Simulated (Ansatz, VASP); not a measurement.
# Two plane-wave programs on GaAs

Contents of POSCAR:

```
GaAs
1.0
    0.0000000000      2.8268500000      2.9681925000
    2.8268500000      0.0000000000      2.9681925000
    2.8268500000      2.8268500000      0.0000000000
Ga As
1 1
Direct
    0.0000000000      0.0000000000      0.0000000000
    0.7500000000      0.7500000000      0.7500000000
```

The input INCAR.step1:

```
SYSTEM = GaAs
ALGO = Normal ; EDIFF = 1E-4
ENCUT = 520 ; GGA = PE
ISMEAR = 0 ; LASPH = .TRUE.
LCHARG = .FALSE. ; LREAL = .FALSE.
LWAVE = .TRUE. ; NBANDS = 16
NELM = 100 ; PREC = Accurate
SIGMA = 0.05
```

The input INCAR.step2:

```
SYSTEM = GaAs
ALGO = Normal ; EDIFF = 1E-6
ENCUT = 520 ; ISIF = 2
ISMEAR = 0 ; ISTART = 1
LASPH = .TRUE. ; LCHARG = .TRUE.
LELF = .TRUE. ; LMIXTAU = .TRUE.
LREAL = .FALSE. ; LVHAR = .TRUE.
LWAVE = .FALSE. ; METAGGA = R2SCAN
NBANDS = 16 ; NELM = 100
PREC = Accurate ; SIGMA = 0.05
```

KPOINTS

```
k-points
0
G
  8 8 8
  0 0 0
```

Input for Ansatz:

```yaml
crystal:
  lattice:
    - [0.0, 2.82685, 2.9681925]
    - [2.82685, 0.0, 2.9681925]
    - [2.82685, 2.82685, 0.0]
  atoms:
    - { symbol: Ga, position: [0.0, 0.0, 0.0] }
    - { symbol: As, position: [0.75, 0.75, 0.75] }
basis:
  ecutwfc: 500
kpoints:
  mp_grid: { grid: [8, 8, 8] }
hamiltonian:
  xc: r2scan
scf:
  occupations: { method: gaussian, width: 0.05 }
output:
  forces: true
  stress: true
  eigenvalues: true
```

Change from the starting cell: strain +0.000 along x and y, +0.050 along z, atoms carried along.

Alike in both runs: task single point; functional r2SCAN; k mesh 8 × 8 × 8; occupations gaussian, width 0.05 eV; no spin polarisation.

|  | VASP | Ansatz |
| --- | --- | --- |
| version | VASP 6.6.1 | Ansatz 0.2.0 |
| potentials or method | VASP PAW PBE potentials, release 64 (Ga_d, As) | scalar-relativistic, plane waves, PAW |
| plane-wave cutoff (eV) | 520 | 500 |
| valence electrons in the cell | 18 | 28 |

```tsv
	VASP	Ansatz	Ansatz less VASP
gap on the k mesh at the Fermi level (eV)	0.49	0.51	+0.019
least direct gap on the mesh (eV)	0.49	0.51	+0.019
pressure (GPa)	-2.7	-2.8	-0.06
largest component of the traceless stress (GPa)	2.33	2.33	+0.002
```

With one functional, cell and mesh, what is left measures potentials, basis and numerics. The two sets of potentials don't hold the same shells in valence.

Caveats: the PAW data sets were made with another functional, which shifts forces and pressure a little (VASP).
